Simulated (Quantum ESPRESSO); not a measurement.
# Ru (P6_3/mmc) in Quantum ESPRESSO: notebook

Runs on Ru. Level: PBEsol. Tasks: phonons.

Program: Quantum ESPRESSO 7.5. These are calculated values, not measurements. Logs are shortened: lines on timing, memory, paths and dates and some standing lists are left out, and cuts for length are marked.

**1. The crystal as given**

It takes space group P6_3/mmc (No. 194, hexagonal). The conventional cell has a = 2.706 Å, b = 2.706 Å, c = 4.282 Å, α = 90.00°, β = 90.00°, γ = 120.00°. Ru (site symmetry -6m2) is surrounded by 12 Ru at 2.65 to 2.71 Å.

**2. Phonons, PBEsol**

Contents of pw.in:

```
&CONTROL
  calculation = 'scf'
  prefix = 'pwscf'
  outdir = './tmp'
  pseudo_dir = './pseudo'
  tprnfor = .true.
  tstress = .true.
  disk_io = 'low'
/
&SYSTEM
  ibrav = 0
  celldm(1) = 8
  nat = 2
  ntyp = 1
  ecutwfc = 84
  nbnd = 24
  occupations = 'smearing'
  smearing = 'mv'
  degauss = 0.01469973
/
&ELECTRONS
  conv_thr = 4d-10
  electron_maxstep = 120
  mixing_beta = 0.5
/
ATOMIC_SPECIES
Ru   101.0700 Ru.upf
CELL_PARAMETERS alat
  0.6391526185016   0.0000000000000   0.0000000000000
 -0.3195763092508   0.5535224045272   0.0000000000000
  0.0000000000000   0.0000000000000   1.0114522866294
ATOMIC_POSITIONS crystal
Ru     0.6666666667    0.3333333333    0.7500000000
Ru     0.3333333333    0.6666666667    0.2500000000
K_POINTS automatic
9 9 5 0 0 0
```

Contents of relax.in:

```
&CONTROL
  calculation = 'vc-relax'
  prefix = 'pwscf'
  outdir = './tmp'
  pseudo_dir = './pseudo'
  tprnfor = .true.
  tstress = .true.
  disk_io = 'low'
  nstep = 40
  forc_conv_thr = 0.0001
  etot_conv_thr = 1d-06
/
&SYSTEM
  ibrav = 0
  celldm(1) = 8
  nat = 2
  ntyp = 1
  ecutwfc = 84
  nbnd = 24
  occupations = 'smearing'
  smearing = 'mv'
  degauss = 0.01469973
/
&ELECTRONS
  conv_thr = 4d-10
  electron_maxstep = 120
  mixing_beta = 0.5
/
&IONS
  ion_dynamics = 'bfgs'
/
&CELL
  cell_dynamics = 'bfgs'
  press = 0
  press_conv_thr = 0.2
/
ATOMIC_SPECIES
Ru   101.0700 Ru.upf
CELL_PARAMETERS alat
  0.6391526185016   0.0000000000000   0.0000000000000
 -0.3195763092508   0.5535224045272   0.0000000000000
  0.0000000000000   0.0000000000000   1.0114522866294
ATOMIC_POSITIONS crystal
Ru     0.6666666667    0.3333333333    0.7500000000
Ru     0.3333333333    0.6666666667    0.2500000000
K_POINTS automatic
9 9 5 0 0 0
```

Contents of scf2.in:

```
&CONTROL
  calculation = 'scf'
  prefix = 'pwscf'
  outdir = './tmp'
  pseudo_dir = './pseudo'
  tprnfor = .true.
  tstress = .true.
  disk_io = 'low'
/
&SYSTEM
  ibrav = 0
  celldm(1) = 8
  nat = 2
  ntyp = 1
  ecutwfc = 84
  nbnd = 24
  occupations = 'smearing'
  smearing = 'mv'
  degauss = 0.01469973
/
&ELECTRONS
  conv_thr = 1d-13
  electron_maxstep = 120
  mixing_beta = 0.5
  startingpot = 'file'
  startingwfc = 'file'
/
ATOMIC_SPECIES
Ru   101.0700 Ru.upf
CELL_PARAMETERS alat
  0.6354525818618  -0.0000000000000   0.0000000000000
 -0.3177262909309   0.5503180787927   0.0000000000000
  0.0000000000000   0.0000000000000   1.0054289626193
ATOMIC_POSITIONS crystal
Ru     0.6666666666    0.3333333332    0.7500000000
Ru     0.3333333332    0.6666666666    0.2500000000
K_POINTS automatic
9 9 5 0 0 0
```

Contents of ph.in:

```
phonons of Ru
&INPUTPH
  prefix = 'pwscf'
  outdir = './tmp'
  tr2_ph = 1d-18
  fildyn = 'dyn'
  niter_ph = 90
  alpha_mix(1) = 0.4
/
0.0000000000 0.0000000000 0.0000000000
```

Contents of dynmat.in:

```
&INPUT
  fildyn = 'dyn'
  asr = 'crystal'
  filout = 'dynmat.disp'
  fileig = 'dynmat.eig'
/
```

Potentials or basis: PseudoDojo 0.4.1 SR PBEsol standard.

Started as:

```console
OMP_NUM_THREADS=1 mpirun -n 4 pw.x -nk 4 -in pw.in > pw.out
OMP_NUM_THREADS=1 mpirun -n 4 pw.x -nk 4 -in relax.in > relax.out
OMP_NUM_THREADS=1 mpirun -n 4 pw.x -nk 4 -in scf2.in > scf2.out
OMP_NUM_THREADS=1 mpirun -n 4 ph.x -nk 4 -in ph.in > ph.out
OMP_NUM_THREADS=1 mpirun -n 1 dynmat.x -in dynmat.in > dynmat.out
```

pw.out:

```text
This program is part of the open-source Quantum ESPRESSO suite
     for quantum simulation of materials; please cite
[... 6 lines left out ...]
     using ibrav=0 with symmetry is DISCOURAGED, use correct ibrav instead

     K-points division:     npool     =       4
     Subspace diagonalization in iterative solution of the eigenvalue problem:
     a serial algorithm will be used

     G-vector sticks info
     --------------------
     sticks:   dense  smooth     PW     G-vecs:    dense   smooth      PW
     Sum         595     595    187                18953    18953    3091

     Using Slab Decomposition

     bravais-lattice index     =            0
     lattice parameter (alat)  =       8.0000  a.u.
     unit-cell volume          =     183.2125 (a.u.)^3
     number of atoms/cell      =            2
     number of atomic types    =            1
     number of electrons       =        32.00
     number of Kohn-Sham states=           24
     kinetic-energy cutoff     =      84.0000  Ry
     charge density cutoff     =     336.0000  Ry
     scf convergence threshold =      4.0E-10
     mixing beta               =       0.5000
     number of iterations used =            8  plain     mixing
     Exchange-correlation= PBESOL
                           (   1   4  10   8   0   0   0)

     celldm(1)=   8.000000  celldm(2)=   0.000000  celldm(3)=   0.000000
     celldm(4)=   0.000000  celldm(5)=   0.000000  celldm(6)=   0.000000

     crystal axes: (cart. coord. in units of alat)
               a(1) = (   0.639153   0.000000   0.000000 )
               a(2) = (  -0.319576   0.553522   0.000000 )
               a(3) = (   0.000000   0.000000   1.011452 )

     reciprocal axes: (cart. coord. in units 2 pi/alat)
               b(1) = (  1.564572  0.903306 -0.000000 )
               b(2) = (  0.000000  1.806612  0.000000 )
               b(3) = (  0.000000 -0.000000  0.988677 )

     PseudoPot. # 1 for Ru read from file:
     Ru.upf
     Pseudo is Norm-conserving + core correction, Zval = 16.0
     Generated using ONCVPSP code by D. R. Hamann
     Using radial grid of 1584 points,  6 beta functions with:
                l(1) =   0
                l(2) =   0
                l(3) =   1
                l(4) =   1
                l(5) =   2
                l(6) =   2

     atomic species   valence    mass     pseudopotential
     Ru               16.00   101.07000     Ru( 1.00)

     24 Sym. Ops., with inversion, found (12 have fractional translation)

   Cartesian axes

     site n.     atom                  positions (alat units)
         1        Ru     tau(   1) = (   0.3195763   0.1845075   0.7585892  )
         2        Ru     tau(   2) = (  -0.0000000   0.3690149   0.2528631  )

     number of k points=    36  Marzari-Vanderbilt smearing, width (Ry)=  0.0147
                       cart. coord. in units 2pi/alat
        k(    1) = (   0.0000000   0.0000000   0.0000000), wk =   0.0049383
        k(    2) = (   0.0000000   0.0000000   0.1977355), wk =   0.0098765
        k(    3) = (   0.0000000   0.0000000   0.3954710), wk =   0.0098765
        k(    4) = (   0.0000000   0.2007346   0.0000000), wk =   0.0296296
        k(    5) = (   0.0000000   0.2007346   0.1977355), wk =   0.0592593
        k(    6) = (   0.0000000   0.2007346   0.3954710), wk =   0.0592593
[... 28 lines left out ...]
        k(   35) = (   0.5215238   0.9033058   0.1977355), wk =   0.0197531
        k(   36) = (   0.5215238   0.9033058   0.3954710), wk =   0.0197531

     Dense  grid:    18953 G-vectors     FFT dimensions: (  30,  30,  48)

     Initial potential from superposition of free atoms

     starting charge      31.9986, renormalised to      32.0000
     Starting wfcs are   20 randomized atomic wfcs +    4 random wfcs

     Self-consistent Calculation

     iteration #  1     ecut=    84.00 Ry     beta= 0.50
     Davidson diagonalization with overlap
     ethr =  1.00E-02,  avg # of iterations =  4.1

     Threshold (ethr) on eigenvalues was too large:
     Diagonalizing with lowered threshold

     Davidson diagonalization with overlap
     ethr =  8.93E-04,  avg # of iterations =  1.1

     total energy              =    -404.03207706 Ry
     estimated scf accuracy    <       0.29141869 Ry

     iteration #  2     ecut=    84.00 Ry     beta= 0.50
     Davidson diagonalization with overlap
     ethr =  9.11E-04,  avg # of iterations =  2.1

     total energy              =    -404.09623778 Ry
     estimated scf accuracy    <       0.00745550 Ry

     iteration #  3     ecut=    84.00 Ry     beta= 0.50
     Davidson diagonalization with overlap
     ethr =  2.33E-05,  avg # of iterations =  3.6

     total energy              =    -404.09683026 Ry
     estimated scf accuracy    <       0.00111924 Ry

     iteration #  4     ecut=    84.00 Ry     beta= 0.50
     Davidson diagonalization with overlap
     ethr =  3.50E-06,  avg # of iterations =  2.8

     total energy              =    -404.09691177 Ry
     estimated scf accuracy    <       0.00002932 Ry

     iteration #  5     ecut=    84.00 Ry     beta= 0.50
     Davidson diagonalization with overlap
     ethr =  9.16E-08,  avg # of iterations =  2.0

     total energy              =    -404.09691690 Ry
     estimated scf accuracy    <       0.00000122 Ry

     iteration #  6     ecut=    84.00 Ry     beta= 0.50
     Davidson diagonalization with overlap
     ethr =  3.83E-09,  avg # of iterations =  2.0

     total energy              =    -404.09691703 Ry
     estimated scf accuracy    <       0.00000007 Ry

     iteration #  7     ecut=    84.00 Ry     beta= 0.50
     Davidson diagonalization with overlap
     ethr =  2.10E-10,  avg # of iterations =  2.0

     total energy              =    -404.09691704 Ry
     estimated scf accuracy    <          4.4E-09 Ry

     iteration #  8     ecut=    84.00 Ry     beta= 0.50
     Davidson diagonalization with overlap
     ethr =  1.38E-11,  avg # of iterations =  2.0

     End of self-consistent calculation

          k = 0.0000 0.0000 0.0000 (  2369 PWs)   bands (ev):

   -49.5257 -49.3201 -20.0280 -19.1038 -19.1038 -18.9326 -18.9326 -18.8743
    15.4909  17.3101  20.9379  20.9379  21.1267  21.6238  21.6238  22.1689
    22.1689  24.7563  24.7563  24.7900  33.8282  38.5890  41.1861  41.7962

          k = 0.0000 0.0000 0.1977 (  2382 PWs)   bands (ev):

   -49.5064 -49.3400 -19.9225 -19.0876 -19.0876 -18.9895 -18.9491 -18.9491
    15.9278  17.4459  20.7494  20.7494  20.9201  21.3828  21.3828  22.7033
    22.7033  23.4945  24.7528  24.7528  35.5875  37.9932  40.7198  42.5526

          k = 0.0000 0.0000 0.3955 (  2400 PWs)   bands (ev):

   -49.4554 -49.3919 -19.6419 -19.2858 -19.0451 -19.0451 -18.9921 -18.9921
    16.9788  17.6052  20.6385  20.6808  20.6808  20.9422  20.9422  21.4352
    23.6674  23.6674  24.4527  24.4527  37.8613  38.3228  40.0125  42.8508

          k = 0.0000 0.2007 0.0000 (  2385 PWs)   bands (ev):

   -49.5080 -49.3132 -19.9860 -19.1920 -19.1334 -19.0237 -18.9449 -18.8940
    15.9381  17.6428  20.3501  21.3082  21.4064  21.6372  21.6730  21.9046
    21.9641  22.8557  24.9156  27.3932  33.7571  39.2809  41.6675  42.3043

          k = 0.0000 0.2007 0.1977 (  2388 PWs)   bands (ev):

   -49.4896 -49.3321 -19.8919 -19.1704 -19.1156 -19.0925 -18.9631 -18.9489
    16.3480  17.8040  20.3761  20.8931  20.9789  21.0300  21.6955  22.2924
    22.5717  22.8596  24.8555  26.3416  35.5887  38.7227  41.1930  42.5116

          k = 0.0000 0.2007 0.3955 (  2402 PWs)   bands (ev):

   -49.4414 -49.3812 -19.6430 -19.3323 -19.1095 -19.0688 -19.0320 -19.0105
    17.3615  18.0226  20.1588  20.1974  20.7207  20.9612  21.2450  21.5020
    23.5857  23.8231  24.4471  24.9970  38.4584  38.5168  40.4404  42.8346

          k = 0.0000 0.4015 0.0000 (  2381 PWs)   bands (ev):

   -49.4612 -49.2974 -19.8701 -19.4155 -19.2474 -19.2047 -18.9789 -18.9532
    17.0425  18.1694  19.8870  20.1009  21.1321  21.3584  22.1383  22.3407
    22.5879  22.9031  25.1949  30.2282  33.5480  38.5817  40.9915  41.5064

          k = 0.0000 0.4015 0.1977 (  2390 PWs)   bands (ev):

   -49.4458 -49.3132 -19.8208 -19.3745 -19.3099 -19.1835 -19.0008 -18.9842
    17.2846  18.3896  19.7701  20.0859  20.7145  21.3632  21.9520  22.5211
    22.8377  23.1182  25.0264  28.3780  35.6496  38.7835  40.7700  41.5744

          k = 0.0000 0.4015 0.3955 (  2390 PWs)   bands (ev):

   -49.4051 -49.3545 -19.6843 -19.4990 -19.2274 -19.1275 -19.0838 -19.0577
    17.9264  18.6860  19.2930  19.9318  20.6655  21.4102  21.5706  22.0391
    23.5962  24.2735  24.4568  26.0561  38.3708  39.3502  40.3886  41.2380

          k = 0.0000 0.6022 0.0000 (  2395 PWs)   bands (ev):

   -49.4029 -49.2842 -19.7106 -19.6695 -19.4906 -19.2818 -19.0479 -19.0206
    17.7159  18.1023  18.8029  20.5256  20.8560  21.4513  21.7264  23.7421
    24.1695  24.2201  25.3936  32.9880  33.2587  35.0786  38.7269  39.1601

          k = 0.0000 0.6022 0.1977 (  2384 PWs)   bands (ev):

   -49.3917 -49.2956 -19.8112 -19.5877 -19.4685 -19.2573 -19.0492 -19.0460
    17.5873  18.1280  19.3215  19.8262  21.1226  21.2867  22.6030  23.7777
    23.8989  24.1252  25.1659  29.9005  35.3203  36.3166  39.2191  39.5614

          k = 0.0000 0.6022 0.3955 (  2386 PWs)   bands (ev):

   -49.3621 -49.3254 -19.8183 -19.7218 -19.2640 -19.1926 -19.1119 -19.1092
    17.6554  18.1698  19.0898  19.6507  21.8369  21.8635  22.7366  22.8824
    24.2243  24.6986  24.8901  27.0322  36.4443  37.7768  39.2421  41.6767
[... 99 lines left out ...]
   -49.3652 -49.2904 -19.7612 -19.6699 -19.4110 -19.3754 -19.1835 -19.0646
    18.3682  18.6403  19.1121  19.4173  20.9807  21.2250  21.5531  23.3687
    24.3957  25.0626  26.5446  31.0642  35.1868  35.6508  37.3047  39.3364

          k = 0.3477 0.6022 0.3955 (  2386 PWs)   bands (ev):

   -49.3421 -49.3136 -19.8076 -19.7528 -19.3670 -19.3135 -19.1562 -19.0634
    18.2907  18.3499  19.5904  20.2486  20.4542  20.9986  21.7104  22.6720
    24.7486  25.4090  26.8756  28.3082  36.7129  36.9581  38.4273  38.9435

          k = 0.3477 0.8029 0.0000 (  2379 PWs)   bands (ev):

   -49.3331 -49.2865 -19.7509 -19.5948 -19.4782 -19.4581 -19.2435 -19.2188
    18.0511  18.5797  18.9584  20.2007  20.4358  21.1799  22.1594  24.1733
    25.0936  25.1099  28.4041  31.2678  33.2573  35.6509  36.9379  39.1183

          k = 0.3477 0.8029 0.1977 (  2380 PWs)   bands (ev):

   -49.3286 -49.2909 -19.7931 -19.6926 -19.5216 -19.3344 -19.2653 -19.1319
    18.0310  18.7765  19.1723  19.5913  20.5843  21.4094  22.1932  24.0746
    24.3932  25.2816  28.6991  31.1449  33.9678  34.6234  36.8775  39.0825

          k = 0.3477 0.8029 0.3955 (  2367 PWs)   bands (ev):

   -49.3169 -49.3025 -19.8455 -19.8050 -19.4822 -19.3887 -19.1342 -19.0747
    18.1487  18.6200  19.3106  19.8991  20.4702  21.3672  22.3764  22.8525
    24.7155  25.2751  29.3031  30.2838  34.4240  35.5491  35.9453  37.7573

          k = 0.5215 0.9033 0.0000 (  2400 PWs)   bands (ev):

   -49.3036 -49.3036 -19.7191 -19.5434 -19.5434 -19.3519 -19.3427 -19.3427
    17.9451  19.2077  19.2077  19.7457  20.7033  20.7033  22.4630  24.5719
    24.5719  25.0131  30.5568  30.7566  30.7566  37.5383  39.2118  39.2126

          k = 0.5215 0.9033 0.1977 (  2376 PWs)   bands (ev):

   -49.3035 -49.3035 -19.6849 -19.6668 -19.6668 -19.3879 -19.2154 -19.2154
    18.2548  19.0760  19.0760  19.7750  20.7339  20.7339  22.3544  24.1103
    24.6720  24.6720  31.0535  31.0535  31.5541  36.5309  36.9681  36.9681

          k = 0.5215 0.9033 0.3955 (  2349 PWs)   bands (ev):

   -49.3034 -49.3034 -19.7802 -19.7802 -19.5945 -19.4811 -19.0957 -19.0957
    18.8726  18.8726  19.0274  19.6699  20.7978  20.7978  22.2346  22.7452
    24.7844  24.7844  31.7771  31.7771  33.3649  35.0584  35.2673  35.2673

     the Fermi energy is    23.6665 ev

!    total energy              =    -404.09691704 Ry
     estimated scf accuracy    <          7.6E-11 Ry
     smearing contrib. (-TS)   =      -0.00061909 Ry
     internal energy E=F+TS    =    -404.09629795 Ry

     The total energy is F=E-TS. E is the sum of the following terms:
     one-electron contribution =     -64.77147208 Ry
     hartree contribution      =      56.53744873 Ry
     xc contribution           =     -67.87786172 Ry
     ewald contribution        =    -327.98441288 Ry

     convergence has been achieved in   8 iterations

     Forces acting on atoms (cartesian axes, Ry/au):

     atom    1 type  1   force =     0.00000000    0.00000000    0.00000000
     atom    2 type  1   force =     0.00000000   -0.00000000    0.00000000

     Total force =     0.000000     Total SCF correction =     0.000000

     Computing stress (Cartesian axis) and pressure

          total   stress  (Ry/bohr**3)                   (kbar)     P=      -58.97
  -0.00039149   0.00000000   0.00000000          -57.59        0.00        0.00
   0.00000000  -0.00039149   0.00000000            0.00      -57.59        0.00
   0.00000000   0.00000000  -0.00041956            0.00        0.00      -61.72

=------------------------------------------------------------------------------=
   JOB DONE.
=------------------------------------------------------------------------------=
```

It took 5.1 min on 4 MPI ranks of Intel Xeon at 2.50GHz (Skylake/Cascade Lake), shared host; peak memory 0.28 GiB.

Results:

| Item | Value |
| --- | --- |
| Free energy | -5498.0273 eV |
| Relaxed volume | 13.34 Å³/atom |
| Relaxed cell | a = 2.690 Å, b = 2.690 Å, c = 4.256 Å, α = 90.00°, β = 90.00°, γ = 120.00° |
| Space group after relaxing (to 0.05 Å) | P6_3/mmc (No. 194) |
| Pressure after relaxing | 0.0 GPa |
| Band gap on the k mesh | none (metal or under the smearing width) |
| Highest phonon frequency at Γ | 272 cm⁻¹ |

The path:
```csv
step,energy change (eV),largest force (eV/Å),pressure (GPa),volume (Å³)
1,0.0000,0.0000,-5.90,27.15
2,-0.0042,0.0000,4.56,26.34
3,-0.0089,0.0000,-0.15,26.69
4,-0.0089,0.0000,0.00,26.68
```

Final structure:
```xyz
2
Lattice="2.6901 0.0000 0.0000 -1.3451 2.3297 0.0000 0.0000 0.0000 4.2564" Properties=species:S:1:pos:R:3 pbc="T T T"
Ru    1.3451    0.7766    3.1923
Ru    0.0000    1.5532    1.0641
```

Phonon frequencies in cm⁻¹ (negative: imaginary):
```csv
q point,frequencies
"(0.000, 0.000, 0.000)",-18 -18 -18 187 187 272
```

Optical modes at Γ, degenerate ones joined:
```tsv
cm⁻¹	components	symmetry	active in
187	2	E2g	Raman
272	1	B1g	silent
```

Caveat: the mesh is thin for the phonons of a metal.

(Continued in part 2 of 3.)
